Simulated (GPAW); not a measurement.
Runs of GPAW 26.7.0 on ZnS (Wurtzite-2H). It takes space group P6_3mc (No. 186, hexagonal). The conventional cell has a = 3.811 Å, b = 3.811 Å, c = 6.234 Å, α = 90.00°, β = 90.00°, γ = 120.00°. Around Zn (site symmetry 3m) lie 4 S at 2.31 to 2.40 Å. S (site symmetry 3m) has 4 Zn at 2.31 to 2.40 Å as nearest neighbours. 

```csv
task,level,potentials or basis,cell,k mesh,cutoff (eV),smearing,maxiter,band path,band points,kernel,response ecut,gap on the mesh (eV),pressure (GPa),relaxed volume (Å³/atom),largest force (eV/Å)
band structure,SCAN,"GPAW PAW data sets (gpaw-data 1.2.1), pw",as given,6 × 6 × 3,600,fermi-dirac 0.05 eV,150,"GMKGALHA,LM,KH",60,-,-,2.75,(a),-,0.32
eps q,RPBE,"the program's PAW data sets (release 1.2.1) made for this functional, pw",as given,7 × 7 × 4,450,fermi-dirac 0.001 eV,150,-,-,ALDA,50 eV,2.42,-,-,-
single point,RPBE,"the program's PAW data sets (release 1.2.1) made for this functional, pw",as given,7 × 7 × 4,450,fermi-dirac 0.05 eV,80,-,-,-,-,2.42,4.8,-,0.34
band structure,TASK,"GPAW PAW data sets (gpaw-data 1.2.1), pw",as given,6 × 6 × 3,600,fermi-dirac 0.05 eV,150,"GMKGALHA,LM,KH",60,-,-,3.97,5.6,-,0.32
band structure,GLLB-SC,"the program's PAW data sets (release 1.2.1) made for this functional, pw",as given,6 × 6 × 3,600,fermi-dirac 0.05 eV,150,"GMKGALHA,LM,KH",80,-,-,(c),-,-,-
relaxation of cell and atoms,revTPSS+D3,"GPAW PAW data sets (gpaw-data 1.2.1), pw",relaxed,6 × 6 × 3,600,fermi-dirac 0.05 eV,150,-,-,-,-,2.47,0.0,18.90,0.01
relaxation of cell and atoms,RPBE+D4,"the program's PAW data sets (release 1.2.1) made for this functional, pw",relaxed,6 × 6 × 3,600,fermi-dirac 0.05 eV,150,-,-,-,-,(b),0.1,19.37,-
```

Alike in all rows: no spin polarisation.

Q: Estimate the missing entries.

A: (a) -0.7; (b) 2.43; (c) 3.77.

Caveats: the PAW data sets were made with another functional, which shifts forces and pressure a little (some runs); later steps reuse the first step's grids (some runs); an odd mesh through Γ misses points on the zone boundary, where band edges often lie (some runs); the cutoff is short for stress and forces, so pressures can be off by a GPa or more (some runs); the GLLB-SC gap is the Kohn-Sham gap of the path plus the derivative discontinuity (some runs); a model potential gives levels but no total energy (some runs).

Runs at the PBE level aren't shown here.
